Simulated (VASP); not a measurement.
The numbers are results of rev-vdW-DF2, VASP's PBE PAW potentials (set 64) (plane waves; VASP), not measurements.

Input for VASP

### INCAR
```
AGGAC = 0.0
PARAM2 = 0.7114
EDIFF = 1E-7   # SCF stop (eV)
ISMEAR = 0   # Gaussian
ALGO = Normal
PARAM1 = 0.1234568
LREAL = .FALSE.   # projection in real space or not
ZAB_VDW = -1.8867
LUSE_VDW = .TRUE.
SIGMA = 0.05   # width (eV)
LASPH = .TRUE.
ENCUT = 520   # plane-wave cut-off (eV)
LCHARG = .FALSE.
GGA = MK
NELM = 100
LWAVE = .FALSE.
ISIF = 2
PREC = Accurate
SYSTEM = CaF2
```

KPOINTS:
```
kpoints
0
Gamma
  7 7 7
0 0 0
```

### POSCAR
```
CaF2
1.0
  0.0000000000   2.7867470929   2.7867470929
  2.7867470929   0.0000000000   2.7867470929
  2.7867470929   2.7867470929   0.0000000000
Ca F
1 2
Cartesian
  0.0000000000   0.0000000000   0.0000000000
  1.3933735464   1.3933735464   1.3933735464
  4.1801206393   4.1801206393   4.1801206393
```

POTCAR, in this order: Ca_sv F (PBE.64 set). Program: vasp_std.

What VASP printed:

OUTCAR:
```
 ion  position               nearest neighbor table
   1  0.000  0.000  0.000-   3 2.41   2 2.41   3 2.41   2 2.41   3 2.41   3 2.41   2 2.41   2 2.41
  LATTYP: Found a face centered cubic cell.
 ALAT       =     5.5734941858
 Subroutine PRICEL returns:
 Original cell was already a primitive cell.
 Subroutine GETGRP returns: Found 48 space group operations
The static configuration has the point symmetry O_h .
The dynamic configuration has the point symmetry O_h .
 Subroutine INISYM returns: Found 48 space group operations
 Subroutine IBZKPT returns following result:
 Found     20 irreducible k-points:

 Following reciprocal coordinates:
            Coordinates               Weight
  0.000000  0.000000  0.000000      1.000000
  0.142857  0.000000  0.000000      8.000000
  0.285714  0.000000  0.000000      8.000000
  0.428571  0.000000  0.000000      8.000000
  0.142857  0.142857  0.000000      6.000000
  0.285714  0.142857  0.000000     24.000000
  0.428571  0.142857  0.000000     24.000000
 -0.428571  0.142857  0.000000     24.000000
 -0.285714  0.142857  0.000000     24.000000
 -0.142857  0.142857  0.000000     12.000000
  0.285714  0.285714  0.000000      6.000000
  0.428571  0.285714  0.000000     24.000000
 -0.428571  0.285714  0.000000     24.000000
 -0.285714  0.285714  0.000000     12.000000
  0.428571  0.428571  0.000000      6.000000
 -0.428571  0.428571  0.000000     12.000000
  0.428571  0.285714  0.142857     24.000000
 -0.428571  0.285714  0.142857     48.000000
 -0.428571  0.428571  0.142857     24.000000
 -0.285714  0.428571  0.142857     24.000000
   k-points           NKPTS =     20   k-points in BZ     NKDIM =     20   number of bands    NBANDS=     16
   number of dos      NEDOS =    301   number of ions     NIONS =      3
   total plane-waves  NPLWV =  27000
   dimension x,y,z NGX =    30 NGY =   30 NGZ =   30
   dimension x,y,z NGXF=    60 NGYF=   60 NGZF=   60
   ions per type =               1   2
   PREC   = accura    normal or accurate (medium, high low for compatibility)
   ISTART =      0    job   : 0-new  1-cont  2-samecut
   ICHARG =      2    charge: 1-file 2-atom 10-const
   ISPIN  =      1    spin polarized calculation?
   LNONCOLLINEAR =      F non collinear calculations
   LSORBIT =      F    spin-orbit coupling
   INIWAV =      1    electr: 0-lowe 1-rand  2-diag
   ENCUT  =  520.0 eV  38.22 Ry    6.18 a.u.   7.33  7.33  7.33*2*pi/ulx,y,z
   NELM   =    100;   NELMIN=  2; NELMDL= -5     # of ELM steps
   EDIFF  = 0.1E-06   stopping-criterion for ELM
   LREAL  =      F    real-space projection
   NLSPLINE    = F    spline interpolate recip. space projectors
   LMAXMIX     =    2 max onsite mixed and CHGCAR
   VOSKOWN=      0    Vosko Wilk Nusair interpolation
   EDIFFG = 0.1E-05   stopping-criterion for IOM
   NSW    =      0    number of steps for IOM
   NBLOCK =      1;   KBLOCK =      1    inner block; outer block
   IBRION =     -1    ionic relax: 0-MD 1-quasi-New 2-CG
   NFREE  =      0    steps in history (QN), initial steepest desc. (CG)
   ISIF   =      2    stress and relaxation
   ISYM   =      2    0-nonsym 1-usesym 2-fastsym
   TEIN   =    0.0    initial temperature
   TEBEG  =    0.0;   TEEND  =   0.0 temperature during run
   SMASS  =  -3.00    Nose mass-parameter (am)
   PSTRESS=    0.0 pullay stress
   NELECT =      24.0000    total number of electrons
   EFERMI =   0.00;   METHOD = LEGACY
   ISMEAR =     0;   SIGMA  =   0.05  broadening in eV -4-tet -1-fermi 0-gaus
   IALGO  =     38    algorithm
   LDIAG  =      T    sub-space diagonalisation (order eigenvalues)
   IMIX   =      4    mixing-type and parameters
     AMIX     =   0.40;   BMIX     =  1.00
     AMIX_MAG =   1.60;   BMIX_MAG =  1.00
     AMIN     =   0.10
...
```

**OSZICAR**
```
       N       E                     dE             d eps       ncg     rms          rms(c)
DAV:   1     0.218588864725E+03    0.21859E+03   -0.13773E+04   640   0.151E+03
DAV:   2    -0.446958333295E+01   -0.22306E+03   -0.21902E+03   840   0.381E+02
DAV:   3    -0.132199155142E+02   -0.87503E+01   -0.87436E+01   696   0.856E+01
DAV:   4    -0.135460263604E+02   -0.32611E+00   -0.32601E+00  1144   0.126E+01
DAV:   5    -0.135479314873E+02   -0.19051E-02   -0.19051E-02   688   0.998E-01    0.799E+00
DAV:   6    -0.122025217607E+02    0.13454E+01   -0.75300E+00   680   0.189E+01    0.316E+00
DAV:   7    -0.121896517584E+02    0.12870E-01   -0.19414E-01   816   0.405E+00    0.167E+00
DAV:   8    -0.121870364667E+02    0.26153E-02   -0.30718E-02   784   0.220E+00    0.173E-01
DAV:   9    -0.121884320410E+02   -0.13956E-02   -0.59895E-03   936   0.558E-01    0.136E-01
DAV:  10    -0.121885886940E+02   -0.15665E-03   -0.56244E-04   656   0.239E-01    0.168E-02
DAV:  11    -0.121885893499E+02   -0.65591E-06   -0.31579E-05  1040   0.535E-02    0.699E-03
DAV:  12    -0.121885902668E+02   -0.91695E-06   -0.42179E-06   904   0.224E-02    0.315E-03
DAV:  13    -0.121885901896E+02    0.77268E-07   -0.13745E-06   880   0.100E-02    0.248E-03
DAV:  14    -0.121885900063E+02    0.18323E-06   -0.49818E-07   784   0.624E-03    0.330E-04
DAV:  15    -0.121885900108E+02   -0.45184E-08   -0.13664E-08   360   0.127E-03
   1 F= -.12188590E+02 E0= -.12188590E+02  d E =-.512365E-15
```

File OUTCAR:
```
------------------------ aborting loop because EDIFF is reached ----------------------------------------
  FORCE on cell =-STRESS in cart. coord.  units (eV):
  Direction    XX          YY          ZZ          XY          YZ          ZX
  --------------------------------------------------------------------------------------
  Total       -1.1982286     -1.1982286     -1.1982286      0.0000000     -0.0000000      0.0000000
  in kB      -44.3534701    -44.3534701    -44.3534701      0.0000000     -0.0000000      0.0000000
  external PRESSURE =     -44.3534701 kB  Pullay stress =       0.0000000 kB
  volume of cell :       43.28
      direct lattice vectors                 reciprocal lattice vectors
     0.000000000  2.786747093  2.786747093    -0.179420659  0.179420659  0.179420659
     2.786747093  0.000000000  2.786747093     0.179420659 -0.179420659  0.179420659
     2.786747093  2.786747093  0.000000000     0.179420659  0.179420659 -0.179420659
 POSITION                                       TOTAL-FORCE (eV/Angst)
 -----------------------------------------------------------------------------------
      0.00000      0.00000      0.00000        -0.000000     -0.000000     -0.000000
      1.39337      1.39337      1.39337         0.000000      0.000000      0.000000
      4.18012      4.18012      4.18012        -0.000000     -0.000000     -0.000000
 -----------------------------------------------------------------------------------
    total drift:                                0.000000     -0.000000      0.000000
  FREE ENERGIE OF THE ION-ELECTRON SYSTEM (eV)
  ---------------------------------------------------
  free  energy   TOTEN  =       -12.1885900108 eV

  energy  without entropy=      -12.1885900108  energy(sigma->0) =      -12.18859001
```
(Selected blocks of OUTCAR.)

The compound is CaF2 in the fluorite structure. This cell is one point of a volume scan, at 1.06 of the reference volume.
